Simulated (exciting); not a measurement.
Set up this calculation in exciting (release sodium), as the native input.

```
Task                                     : single point
Functional                               : PBEsol
Potentials or basis                      : all-electron LAPW+lo, shipped species files, valence relativity iora*
rgkmax                                   : 9
k mesh                                   : 12 × 12 × 12
Occupations                              : fermi-dirac, width 0.05 eV
Spin                                     : no spin polarisation
gmaxvr (cutoff of density and potential) : 14 1/bohr
lmaxapw (and lmaxmat)                    : 10
lmaxvr                                   : 8
nempty                                   : 12
Valence relativity                       : iora*
epsengy                                  : 1e-05 Ha
epspot                                   : 1e-05 Ha
maxscl                                   : 60
Muffin-tin radii                         : Pt 2.3 bohr
```

Crystal: Pt.

```
Pt
1.0
    -1.51792    1.61257    1.57266
     1.58438   -1.59122    1.61776
     1.52358    1.59687   -1.55131
Pt
1
Direct
  0.98769 0.99114 0.98751
```

The cell isn't the ideal one: cell strained at random at fixed volume.

The input as run:

input.xml

```xml
<input>
  <title>Pt</title>
  <structure speciespath="./" tshift="false">
    <crystal scale="1">
      <basevect>-2.868458748270 3.047309987609 2.971892907702</basevect>
      <basevect>2.994034828704 -3.006960555396 3.057117666196</basevect>
      <basevect>2.879145149505 3.017646956631 -2.931543475489</basevect>
    </crystal>
    <species speciesfile="Pt.xml" rmt="2.3">
      <atom coord="-0.012312000000 -0.008861000000 -0.012486000000"/>
    </species>
  </structure>
  <groundstate do="fromscratch" ngridk="12 12 12" rgkmax="9" gmaxvr="14" lmaxapw="10" lmaxmat="10" lmaxvr="8" xctype="GGA_PBE_SOL" stype="Fermi Dirac" swidth="0.00183747" nempty="12" ValenceRelativity="iora*" epsengy="1e-05" epspot="1e-05" maxscl="60" tforce="true" outputlevel="normal"/>
</input>
```

Potentials or basis: all-electron LAPW+lo, shipped species files, valence relativity iora*.

Command:

```console
$ OMP_NUM_THREADS=1 exciting_smp
```

It gave:

| Property | Result |
| --- | --- |
| Band gap on the k mesh | none (metal or under the smearing width) |
| All electrons inside the program's atomic spheres | Pt 75.72 (radii Pt 2.3 bohr) |

Caveat: the log's total energy holds no entropy term; the free energy is that total less TS from the occupations.

It took 5.4 min on 1 thread of AMD EPYC 7R13 Processor (Zen 3) (shared host), peak memory 0.12 GiB.
